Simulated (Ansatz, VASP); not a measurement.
## One calculation of Te, two programs

```
CELL_PARAMETERS angstrom
4.39775 0.00000 0.00000
-2.19887 3.80856 0.00000
0.00000 0.00000 5.84492
ATOMIC_POSITIONS crystal
Te 0.74500 0.00000 0.33333
Te 0.00000 0.74500 0.66667
Te 0.25500 0.25500 0.00000
```

Change from the starting cell: volume scaled by 0.96.

Alike in both runs: task single point; functional LDA; k mesh 9 × 9 × 6; occupations fermi-dirac, width 0.08 eV; no spin polarisation.

```csv
,VASP,Ansatz
version,VASP 6.6.1,Ansatz 0.2.0
potentials or method,"VASP PAW LDA potentials, release 64 (Te), cutoff 520 eV","all-electron LAPW, scalar-relativistic"
```

Ansatz gave:

* pressure (GPa): 1.9
* largest component of the traceless stress (GPa): 1.21
* rms of the force components (eV/Å): 0.447

Task: Which values does VASP return?

Result: Pressure (GPa): 2.1; largest component of the traceless stress (GPa): 1.32; rms of the force components (eV/Å): 0.476.

Atom by atom the forces differ by 0.029 eV/Å (rms over components). Ansatz ran all-electron here, so the differences hold the error of VASP's frozen core and of both bases.

Spin-orbit coupling is left out, which matters for the levels of Te.
